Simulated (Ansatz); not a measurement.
# TaN: a line through a two-coordinate scan

Aim: follow the energy of TaN (Fm-3m, No. 225; 2 atoms in the cell) along one coordinate, equal normal strain along x and y, with the other held at amplitude of mode 4 (424 cm⁻¹) = 0.000 Å.

Program: Ansatz 0.2.0. Level of theory: DFT LDA, scalar-relativistic, plane waves, PAW. These are calculated values, not measurements.

5 further runs of the same task are left out: 5 set aside as unsound or not needed.

### Step 1. Starting point

The structure is cubic, space group Fm-3m (No. 225). The conventional cell has a = 4.349 Å, b = 4.349 Å, c = 4.349 Å, α = 90.00°, β = 90.00°, γ = 90.00°. Ta (site symmetry m-3m) is surrounded by 6 N at 2.17 Å. N (site symmetry m-3m) has 6 Ta at 2.17 Å as nearest neighbours.

Coordinates:

```
CELL_PARAMETERS angstrom
0.00000 2.17427 2.17427
2.17427 0.00000 2.17427
2.17427 2.17427 0.00000
ATOMIC_POSITIONS crystal
Ta 0.50000 0.50000 0.50000
N 0.00000 0.00000 0.00000
```

It is the result of an earlier relaxation at this level (volume 10.28 Å³/atom; gap on the mesh: none (metal)).

### Step 2. The scan

The energy is mapped over a normal mode and a strain (zone-centre modes of the cell shown) (x along [1 0 0], y along [0 1 0], z along [0 0 1] of the conventional cell).

First coordinate, amplitude of mode 4 (424 cm⁻¹), largest displacement in the unstrained cell: 9 values from −0.245 Å. Second coordinate, equal normal strain along x and y: 7 values from −4.00 %.

Nothing else is relaxed (the pattern is fixed in fractional coordinates). Energies count from the relaxed high-symmetry cell. Points are written as (first, second).

The modes come from a phonon run on the reference cell, made beforehand.

The patterns, per unit of each coordinate (Å):

| atom | x1 | y1 | z1 |
| --- | --- | --- | --- |
| Ta1 | -0.077 | 0.000 | 0.000 |
| N2 | 1.000 | 0.000 | 0.000 |

### Step 3. The run at (0.000 Å, −4.00 %)

Contents of input.yaml:

```yaml
crystal:
  lattice:
    - [0.0, 2.087298599, 2.174269374]
    - [2.087298599, 0.0, 2.174269374]
    - [2.087298599, 2.087298599, 0.0]
  atoms:
    - { symbol: Ta, position: [0.5, 0.5, 0.5] }
    - { symbol: "N", position: [0.0, 0.0, 0.0] }
basis:
  ecutwfc: 520.0
kpoints:
  mp_grid: { grid: [18, 18, 18] }
hamiltonian:
  xc: lda
scf:
  occupations: { method: gaussian, width: 0.15 }
output:
  forces: true
  stress: true
  eigenvalues: true
```

Command:

```console
> ansatz run input.yaml --threads 1 --pin off --max-ram 2048MiB --backend cpu --events-out ev --progress --plain --runs-dir out
```

The session goes on with these runs: the other points of the line.

Q: Predict the outcome of this session. Wanted: for each run, equal normal strain along x and y; energy; slope; pressure.

As calculated:

| equal normal strain along x and y (%) | step | energy (eV) | slope (eV per %) | pressure (GPa) |
| --- | --- | --- | --- | --- |
| −4.00 | 3 | 0.233 | −0.13 | 38 |
| −2.67 | 4 | 0.099 | −0.08 | 24 |
| −1.33 | 5 | 0.023 | −0.04 | 11 |
| 0.00 | – | 0.000 | 0.00 | 0 |
| 1.33 | 6 | 0.021 | 0.03 | −9 |
| 2.67 | 7 | 0.081 | 0.06 | −17 |
| 4.00 | – | 0.173 | 0.08 | −24 |

Energies count from the relaxed high-symmetry cell. Rows without a step come from runs not printed here or follow by symmetry. Slopes come from the forces (and the stress, where the cell changes), not from differences of energies.

The lowest point of the line is at 0.00 %, 0.000 eV from the zero. A fit to energies and slopes at the lowest point and its two neighbours puts the minimum at −0.007 %, with a curvature of about 0.025 eV per %². The highest point computed, at −4.00 %, lies 0.233 eV above the lowest. This is one cut through a surface in two coordinates; it holds the lowest point sampled, which need not be a minimum. Spin-orbit coupling is left out for Ta.
